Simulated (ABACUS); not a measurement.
Crystal: VO2.

```
CELL_PARAMETERS angstrom
4.50720 0.00000 0.00000
0.00000 4.50720 0.00000
0.00000 0.00000 3.04445
ATOMIC_POSITIONS crystal
V 0.50000 0.50000 0.50000
V 0.00000 0.00000 0.00000
O 0.20036 0.79964 0.50000
O 0.79964 0.20036 0.50000
O 0.70036 0.70036 0.00000
O 0.29964 0.29964 0.00000
```

The cell is a database's computed one.

Base run:

```yaml
Program: ABACUS 3.10.1
Functional: revPBE
Potentials_or_basis: SG15 ONCV 1.2 PBE
Cutoff: 1361 eV
Density_cutoff: 5442 eV
Basis: DZP LCAO (the cutoffs set its grid)
k_mesh: 6 × 6 × 9
Occupations: fermi-dirac, width 0.05 eV
Spin: collinear spin, ferromagnetic start
Starting_moments: "[2.0, 2.0, 0.0, 0.0, 0.0, 0.0] μB"
```

Its results: band gap on the k mesh none (metal or under the smearing width); pressure -3.3 GPa; net moment 2.00 μB per cell; site moments V +1.26, +1.28; O -0.13, -0.14 μB; largest force 0.282 eV/Å.

Question: After a change of settings the same cell gave: band gap on the k mesh none (metal or under the smearing width); pressure -7.5 GPa; net moment 2.00 μB per cell; site moments V +1.24, +1.26; O -0.12, -0.13 μB; largest force 0.291 eV/Å. Which change was it?
A. functional from revPBE to LDA
B. functional from revPBE to PW91
C. functional from revPBE to PBEsol

Answer: B.

PW91 binds more tightly than revPBE, so the same cell stands under less pressure.

Caveats: the atomic orbitals were generated for these runs and aren't a published set; the potentials were made for another functional, which shifts forces and pressure; the basis of atomic orbitals isn't converged, which shifts pressures, moduli and gaps; semilocal functionals often make such compounds metallic where correlation or magnetic order opens a gap, which also shifts bond lengths.

Runs at the PBE level aren't shown here.
